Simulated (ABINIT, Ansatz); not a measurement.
## Converging GW for SiC (Moissanite) in ABINIT

Wanted: a converged G0W0 gap of SiC (Moissanite), or an estimate of the limit.

Method: PBE and many-body steps on it, plane waves, in ABINIT 10.8.3.

## Step 1: Starting point

The structure is hexagonal, space group P6_3mc (No. 186). Conventional cell: a = 3.081 Å, b = 3.081 Å, c = 15.125 Å, α = 90.00°, β = 90.00°, γ = 120.00°. Si has 4 C at 1.88 to 1.90 Å nearest. Nearest to Si lie 4 C at 1.89 Å. Nearest to C lie 4 Si at 1.88 to 1.89 Å. C has 4 Si at 1.89 Å nearest. Nearest to C lie 4 Si at 1.89 to 1.90 Å. Farther neighbours are not listed.

The cell and positions come from the Crystallography Open Database and are kept as given unless a step says otherwise.

## Step 2: Empty states on the mesh, 6×6×1 mesh, 653 bands

This step: ABINIT 10.8.3; DFT, PBE, plane waves, norm-conserving pseudopotentials.

The sums over transitions need many empty states on a uniform mesh; this step solves for them.

run.abi reads:

```
acell 3*1.0 Angstrom
rprim 
  3.081000000023 -0.000000000005 0.000000000000
  -1.540500000007 2.668224269083 0.000000000000
  0.000000000000 0.000000000000 15.124800000000
ntypat 2
znucl 14 6
natom 12
typat 1 1 1 1 1 1 2 2 2 2 2 2
xred 
  0.000000000000 0.000000000000 0.000000000000
  0.000000000000 0.000000000000 0.500000000000
  0.333333333333 0.666666666667 0.166400000000
  0.666666666667 0.333333333333 0.666400000000
  0.666666666667 0.333333333333 0.332900000000
  0.333333333333 0.666666666667 0.832900000000
  0.333333333333 0.666666666667 0.041200000000
  0.666666666667 0.333333333333 0.541200000000
  0.666666666667 0.333333333333 0.208000000000
  0.333333333333 0.666666666667 0.708000000000
  0.000000000000 0.000000000000 0.374600000000
  0.000000000000 0.000000000000 0.874600000000
pp_dirpath "pseudos"
pseudos "Si.upf, C.upf"
ecut 37
ngkpt 6 6 1
nshiftk 1
shiftk 0 0 0
kptopt 1
chksymbreak 0
iscf -2
irdden 1
istwfk *1
nband 653
nbdbuf 58
tolwfr 1e-09
nstep 60
prtvol 0
indata_prefix "in"
outdata_prefix "out"
tmpdata_prefix "tmp"
```

Launch:

```
$ OMP_NUM_THREADS=1 mpirun -n 8 abinit run.abi > log
```

Numbers of over 12 decimals in the logs are rounded to 6 here.

The log of the run:

```text
.Version 10.8.3 of ABINIT. v10.8.2 released Aug 2026.

 Symmetries : space group P6_3 m c (#186); Bravais hP (primitive hexag.)
[... echo of the input left out ...]
== DATASET  1 ==================================================================
-   mpi_nproc: 8, omp_nthreads: 1 (-1 if OMP is not activated)
-    --> not optimal distribution: autoparal keyword recommended in input file <--

--- !DatasetInfo
iteration_state: {dtset: 1, }
dimensions: {natom: 12, nkpt: 7, mband: 653, nsppol: 1, nspinor: 1, nspden: 1, mpw: 9084, }
cutoff_energies: {ecut:  37.0, pawecutdg:  -1.0, }
[...]
5.76939    5.76939    5.77854    5.77854    5.82514    5.82712    5.82713    5.84845
   5.84847    5.85852    5.86101    5.88418    5.88475    5.90784    5.91004    5.91216
   5.91672    5.94570    5.95642    5.96160    5.96568
 prteigrs : prtvol=0 or 1, do not print more k-points.

== END DATASET(S) ==============================================================
================================================================================

 -outvars: echo values of variables after computation  --------
            nband         653
             nkpt           7
          spgroup         186
 [... the other variables as echoed above ...]

 Calculation completed.
```

Run time: 9 min. Hardware: 8 MPI ranks of Arm Neoverse V2, shared host; peak memory 1.7 GiB; 72 min of CPU time.

This step gave:

- gap: 2.017 eV
- k of the valence top: 0, 0, 0
- k of the conduction bottom: 0.5, 0, 0
- least direct gap: 3.123 eV
- k points computed: 7
- lowest point of the top converged band, above the valence top: 144.1210 eV

On this mesh the gap is 2.017 eV.

The density comes from a self-consistent run that is not shown.

## Step 3: Screening, 6×6×1 mesh, 95 bands, screening to 76.2 eV

The RPA dielectric matrix is built and inverted for each q.

This step: RPA screening on PBE, plane waves, norm-conserving pseudopotentials.

run.abi, as its differences from that of step 2:

```diff
@@ -30,10 +30,11 @@
 chksymbreak 0
-iscf -2
-irdden 1
 istwfk *1
-nband 653
-nbdbuf 58
-tolwfr 1e-09
-nstep 60
-prtvol 0
+occopt 1
+irdwfk 1
+optdriver 3
+nband 95
+ecuteps 2.8
+inclvkb 2
+awtr 1
+symchi 1
 indata_prefix "in"
```

The log of the run:

```text
.Version 10.8.3 of ABINIT. v10.8.2 released Aug 2026.

 Symmetries : space group P6_3 m c (#186); Bravais hP (primitive hexag.)
[... echo of the input left out ...]
== DATASET  1 ==================================================================
-   mpi_nproc: 8, omp_nthreads: 1 (-1 if OMP is not activated)

--- !DatasetInfo
iteration_state: {dtset: 1, }
dimensions: {natom: 12, nkpt: 7, mband: 95, nsppol: 1, nspinor: 1, nspden: 1, mpw: 9084, }
cutoff_energies: {ecut:  37.0, pawecutdg:  -1.0, }
electrons: {nelect:   4.80000000E+01, charge:   0.00000000E+00, occopt:   1.00000000E+00, tsmear:   1.00000000E-02, }

 SCREENING: Calculation of the susceptibility and dielectric matrices

 Based on a program developped by R.W. Godby, V. Olevano, G. Onida, and L. Reining.
 Incorporated in ABINIT by V. Olevano, G.-M. Rignanese, and M. Torrent.
.Using double precision arithmetic ; gwpc =  8

[... cell and pseudopotentials left out ...]
--------------------------------------------------------------------------------

 ==== K-mesh for the wavefunctions ====
 Number of points in the irreducible wedge :     7
[... list of points left out ...]
 Together with 12 symmetry operations and time-reversal symmetry
 yields    36 points in the full Brillouin Zone.

 ==== Q-mesh for the screening function ====
 Number of points in the irreducible wedge :     7
[... list of points left out ...]
 Together with 12 symmetry operations and time-reversal symmetry
 yields    36 points in the full Brillouin Zone.

 setmesh: FFT mesh size selected  =    18x   18x  100
          total number of points  =        32400

 vcoul_init : cutoff-mode = AUXILIARY_FUNCTION
 q-points for optical limit:   1
     1)      0.000010    0.000020    0.000030

- screening: taking advantage of time-reversal symmetry
- Maximum band index for partially occupied states nbvw = 24
- Remaining bands to be divided among processors   nbcw = 71
- Number of bands treated by each node ~8

 Number of electrons calculated from density =   48.0000; Expected =   48.0000
 average of density, n =  0.057206
 r_s =    1.6100
 omega_plasma =   23.0715 [eV]

 calculating chi0 at frequencies [eV] :
  1    0.000000E+00    0.000000E+00
  2    0.000000E+00    2.307151E+01

--------------------------------------------------------------------------------
  q-point number  1        q = ( 0.000000, 0.000000, 0.000000) [r.l.u.]
--------------------------------------------------------------------------------
[... chi0 elements left out ...]
 For q-point:  0.000010 0.000020 0.000030
  dielectric constant =   7.1053
  dielectric constant without local fields =   7.6039

  Average fulfillment of the sum rule on Im[epsilon] for q-point    1 :     71.58  [%]
[... wings left out ...]
  q-point number  2        q = ( 0.166667, 0.000000, 0.000000) [r.l.u.]
--------------------------------------------------------------------------------
[... chi0 elements left out ...]
  Average fulfillment of the sum rule on Im[epsilon] for q-point    2 :     71.72  [%]

 [... 5 further q-points ...]
```

It took 38 s on 8 MPI ranks; peak memory 2.7 GiB; 5 min of CPU time.

Numbers from this step:

```
ε∞ with local fields, on this mesh, along the program's q direction : 7.105
the same without local fields                                       : 7.604
plasma frequency                                                    : 23.07 eV
plane waves in the screening matrix                                 : 189
```

Local fields lower ε∞ by 7 %. On a Γ-centred mesh this coarse the value itself is usually too large, while a short band sum pulls it down.

## Step 4: 95 bands, 76.2 eV

The self-energy is evaluated for the states that the input lists, and the levels follow from it, in one-shot runs by the linearised quasiparticle equation.

This step: G0W0 on PBE, plane waves, norm-conserving pseudopotentials.

run.abi, as its differences from that of step 3:

```diff
@@ -33,8 +33,17 @@
 irdwfk 1
-optdriver 3
+optdriver 4
 nband 95
+gwcalctyp 0
+ecutsigx 37
+symsigma 1
+nkptgw 2
+kptgw 
+  0.0000000000 0.0000000000 0.0000000000
+  0.5000000000 0.0000000000 0.0000000000
+bdgw 
+  23 26
+  23 26
 ecuteps 2.8
-inclvkb 2
-awtr 1
-symchi 1
+irdscr 1
+ppmodel 1
 indata_prefix "in"
```

The log of the run:

```text
.Version 10.8.3 of ABINIT. v10.8.2 released Aug 2026.

 Symmetries : space group P6_3 m c (#186); Bravais hP (primitive hexag.)
[... echo of the input left out ...]
== DATASET  1 ==================================================================
-   mpi_nproc: 8, omp_nthreads: 1 (-1 if OMP is not activated)

--- !DatasetInfo
iteration_state: {dtset: 1, }
dimensions: {natom: 12, nkpt: 7, mband: 95, nsppol: 1, nspinor: 1, nspden: 1, mpw: 9084, }
cutoff_energies: {ecut:  37.0, pawecutdg:  -1.0, }
electrons: {nelect:   4.80000000E+01, charge:   0.00000000E+00, occopt:   1.00000000E+00, tsmear:   1.00000000E-02, }

 SIGMA: Calculation of the GW corrections

 Based on a program developped by R.W. Godby, V. Olevano, G. Onida, and L. Reining.
 Incorporated in ABINIT by V. Olevano, G.-M. Rignanese, and M. Torrent.
.Using double precision arithmetic ; gwpc =  8

[... cell and pseudopotentials left out ...]
--------------------------------------------------------------------------------

 ==== K-mesh for the wavefunctions ====
 Number of points in the irreducible wedge :     7
[... list of points left out ...]
 Together with 12 symmetry operations and time-reversal symmetry
 yields    36 points in the full Brillouin Zone.

 ==== Q-mesh for screening function ====
 Number of points in the irreducible wedge :     7
[... list of points left out ...]
 Together with 12 symmetry operations and time-reversal symmetry
 yields    36 points in the full Brillouin Zone.

 vcoul_init : cutoff-mode = AUXILIARY_FUNCTION
 q-points for optical limit:   1
     1)      0.000010    0.000020    0.000030
 setmesh: FFT mesh size selected  =    27x   27x  160
          total number of points  =       116640

 Number of electrons calculated from density =   48.0000; Expected =   48.0000
 average of density, n =  0.057206
 r_s =    1.6100
 omega_plasma =   23.0715 [eV]

 === KS Band Gaps ===
  >>>> For spin  1
   Minimum direct gap =   3.1231 [eV], located at k-point      :   0.5000  0.0000  0.0000
   Fundamental gap    =   2.0167 [eV], Top of valence bands at :   0.0000  0.0000  0.0000
                                       Bottom of conduction at :   0.5000  0.0000  0.0000
 SIGMA fundamental parameters:
 PLASMON POLE MODEL  1
 number of plane-waves for SigmaX                 8941
 number of plane-waves for SigmaC and W            189
 number of plane-waves for wavefunctions          8941
 number of bands                                    95
 number of independent spin polarizations            1
 number of spinorial components                      1
 number of k-points in IBZ                           7
 number of q-points in IBZ                           7
 number of symmetry operations                      12
 number of k-points in BZ                           36
 number of q-points in BZ                           36
 number of frequencies for dSigma/dE                 9
 frequency step for dSigma/dE [eV]                0.25
 number of omega for Sigma on real axis              0
 max omega for Sigma on real axis  [eV]           0.00
 zcut for avoiding poles [eV]                     0.10

 EPSILON^-1 parameters (SCR file):
 dimension of the eps^-1 matrix on file            189
 dimension of the eps^-1 matrix used               189
 number of plane-waves for wavefunctions          8941
 number of bands                                    95
 number of q-points in IBZ                           7
 number of frequencies                               2
 number of real frequencies                          1
 number of imag frequencies                          1

 matrix elements of self-energy operator (all in [eV])

 Perturbative Calculation

--- !SelfEnergy_ee
iteration_state: {dtset: 1, }
kpoint     : [   0.000,    0.000,    0.000, ]
spin       : 1
KS_gap     :    5.164
QP_gap     :    5.931
Delta_QP_KS:    0.767
data: !SigmaeeData |
     Band     E0 <VxcDFT>   SigX SigC(E0)      Z dSigC/dE  Sig(E)    E-E0       E
       23   6.871 -14.954 -17.604   3.046   0.802  -0.247 -14.636   0.318   7.189
       24   6.871 -14.954 -17.604   3.046   0.802  -0.247 -14.636   0.318   7.189
       25  12.036 -12.147  -6.933  -3.883   0.815  -0.227 -11.063   1.085  13.120
       26  12.207 -12.097  -6.845  -3.928   0.814  -0.229 -11.020   1.077  13.284

--- !SelfEnergy_ee
iteration_state: {dtset: 1, }
kpoint     : [   0.500,    0.000,    0.000, ]
spin       : 1
KS_gap     :    3.123
QP_gap     :    3.819
Delta_QP_KS:    0.696
data: !SigmaeeData |
     Band     E0 <VxcDFT>   SigX SigC(E0)      Z dSigC/dE  Sig(E)    E-E0       E
       23   5.209 -13.906 -16.983   3.107   0.798  -0.253 -13.882   0.023   5.232
       24   5.765 -14.499 -17.613   3.263   0.798  -0.254 -14.380   0.119   5.884
       25   8.888 -10.928  -6.753  -3.186   0.823  -0.214 -10.114   0.815   9.703
       26   9.078 -10.777  -6.493  -3.296   0.824  -0.213  -9.962   0.815   9.893

== END DATASET(S) ==============================================================
================================================================================

 -outvars: echo values of variables after computation  --------
           etotal      0.0000000000E+00
            nband          95
             nkpt           7
          spgroup         186
 [... the other variables as echoed above ...]

 Calculation completed.
```

The job ended after 6.3 s (8 MPI ranks; peak memory 1.4 GiB).

Numbers from this step:

| Property | Result |
| --- | --- |
| G0W0 gap on the points computed | 2.514 eV |
| starting gap on the mesh | 2.017 eV |
| k of the valence top | 0, 0, 0 |
| k of the conduction bottom | 0.5, 0, 0 |
| Z at the valence top | 0.802 |
| Z at the conduction bottom | 0.823 |
| least direct G0W0 gap on the computed points | 3.819 eV |

The gap on the mesh goes from 2.02 eV to 2.51 eV, a correction of +0.50 eV.

## Step 5: Screening, 6×6×1 mesh, 257 bands, screening to 141.5 eV

This step: RPA screening on PBE, plane waves, norm-conserving pseudopotentials.

run.abi, as its differences from that of step 4:

```diff
@@ -33,17 +33,8 @@
 irdwfk 1
-optdriver 4
-nband 95
-gwcalctyp 0
-ecutsigx 37
-symsigma 1
-nkptgw 2
-kptgw 
-  0.0000000000 0.0000000000 0.0000000000
-  0.5000000000 0.0000000000 0.0000000000
-bdgw 
-  23 26
-  23 26
-ecuteps 2.8
-irdscr 1
-ppmodel 1
+optdriver 3
+nband 257
+ecuteps 5.2
+inclvkb 2
+awtr 1
+symchi 1
 indata_prefix "in"
```

The log of the run:

```text
.Version 10.8.3 of ABINIT. v10.8.2 released Aug 2026.

 Symmetries : space group P6_3 m c (#186); Bravais hP (primitive hexag.)
[... echo of the input left out ...]
== DATASET  1 ==================================================================
-   mpi_nproc: 8, omp_nthreads: 1 (-1 if OMP is not activated)

--- !DatasetInfo
iteration_state: {dtset: 1, }
dimensions: {natom: 12, nkpt: 7, mband: 257, nsppol: 1, nspinor: 1, nspden: 1, mpw: 9084, }
cutoff_energies: {ecut:  37.0, pawecutdg:  -1.0, }
electrons: {nelect:   4.80000000E+01, charge:   0.00000000E+00, occopt:   1.00000000E+00, tsmear:   1.00000000E-02, }

 SCREENING: Calculation of the susceptibility and dielectric matrices

 Based on a program developped by R.W. Godby, V. Olevano, G. Onida, and L. Reining.
 Incorporated in ABINIT by V. Olevano, G.-M. Rignanese, and M. Torrent.
.Using double precision arithmetic ; gwpc =  8

[... cell and pseudopotentials left out ...]
--------------------------------------------------------------------------------

 ==== K-mesh for the wavefunctions ====
 Number of points in the irreducible wedge :     7
[... list of points left out ...]
 Together with 12 symmetry operations and time-reversal symmetry
 yields    36 points in the full Brillouin Zone.

 ==== Q-mesh for the screening function ====
 Number of points in the irreducible wedge :     7
[... list of points left out ...]
 Together with 12 symmetry operations and time-reversal symmetry
 yields    36 points in the full Brillouin Zone.

 setmesh: FFT mesh size selected  =    20x   20x  108
          total number of points  =        43200

 vcoul_init : cutoff-mode = AUXILIARY_FUNCTION
 q-points for optical limit:   1
     1)      0.000010    0.000020    0.000030

- screening: taking advantage of time-reversal symmetry
- Maximum band index for partially occupied states nbvw = 24
- Remaining bands to be divided among processors   nbcw = 233
- Number of bands treated by each node ~29

 Number of electrons calculated from density =   48.0000; Expected =   48.0000
 average of density, n =  0.057206
 r_s =    1.6100
 omega_plasma =   23.0715 [eV]

 calculating chi0 at frequencies [eV] :
  1    0.000000E+00    0.000000E+00
  2    0.000000E+00    2.307151E+01

--------------------------------------------------------------------------------
  q-point number  1        q = ( 0.000000, 0.000000, 0.000000) [r.l.u.]
--------------------------------------------------------------------------------
[... chi0 elements left out ...]
 For q-point:  0.000010 0.000020 0.000030
  dielectric constant =   6.9781
  dielectric constant without local fields =   7.6263

  Average fulfillment of the sum rule on Im[epsilon] for q-point    1 :     88.33  [%]
[... wings left out ...]
  q-point number  2        q = ( 0.166667, 0.000000, 0.000000) [r.l.u.]
--------------------------------------------------------------------------------
[... chi0 elements left out ...]
  Average fulfillment of the sum rule on Im[epsilon] for q-point    2 :     88.44  [%]

 [... 5 further q-points ...]
```

It took 2.8 min on 8 MPI ranks; peak memory 4 GiB.

This step gave:

```
ε∞ with local fields, on this mesh, along the program's q direction : 6.978
the same without local fields                                       : 7.626
plasma frequency                                                    : 23.07 eV
plane waves in the screening matrix                                 : 431
```

(Part 1 of 2 ends here.)

[Paths, hosts, dates, memory and timing lines, banners, echoed tables and standing remarks are left out of the program output.]

[Logs are printed without paths, hosts, clocks, repeated set-up lines and the standing remarks that a program may print on its own settings, such as how far it seeks lower states.]

[Runs of the session that timed out or met a known fault of the program may be left out.]

[Hosts, paths, dates, database ids (printed as entryN), source tags and the programs' standing remarks are cut or masked in the printed files.]

[G0W0 gaps are taken among the corrected bands and points alone; a level outside them can change the order at an edge.]

[Where Ansatz stands beside ABINIT at settings called matched, ABINIT's density can come from a denser mesh and the files from another edition; pairs whose starting gaps differed by over 0.03 eV were left out, so agreement reads better than it is.]
